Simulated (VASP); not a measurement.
Here is a VASP 6.6.1 calculation.

The input INCAR:

```
SYSTEM = Cs
PREC = Accurate
ENCUT = 520
EDIFF = 1E-6
ISMEAR = 0
SIGMA = 0.1
LREAL = .FALSE.
LASPH = .TRUE.
NELM = 100
ALGO = Fast
ISIF = 2
LWAVE = .FALSE.
LCHARG = .FALSE.
GGA = PE
NBANDS = 16
```

Contents of KPOINTS:

```
regular mesh
0
G
  9 9 6
  0 0 0
```

The input POSCAR:

```
Cs
1.0
    5.3475242066      0.0000000000      0.0000000000
   -2.6737621033      4.6310918102      0.0000000000
    0.0000000000      0.0000000000      8.8723020927
Cs
2
Direct
    0.3333333300      0.6666666700      0.2500000000
    0.6666666700      0.3333333300      0.7500000000
```

Potentials or basis: VASP PAW PBE potentials, release 64 (Cs_sv).

Command:

```console
$ cat potpaw_PBE.64/Cs_sv/POTCAR > POTCAR
$ mpirun -np 1 vasp_std > vasp.out
```

**Question.** Estimate the pressure.

**Answer.** 0.1 GPa.

**Question.** Estimate the band gap on the k mesh.

**Answer.** None (metal or under the smearing width).

The run has no spin-orbit coupling, so splittings on Cs are missing.
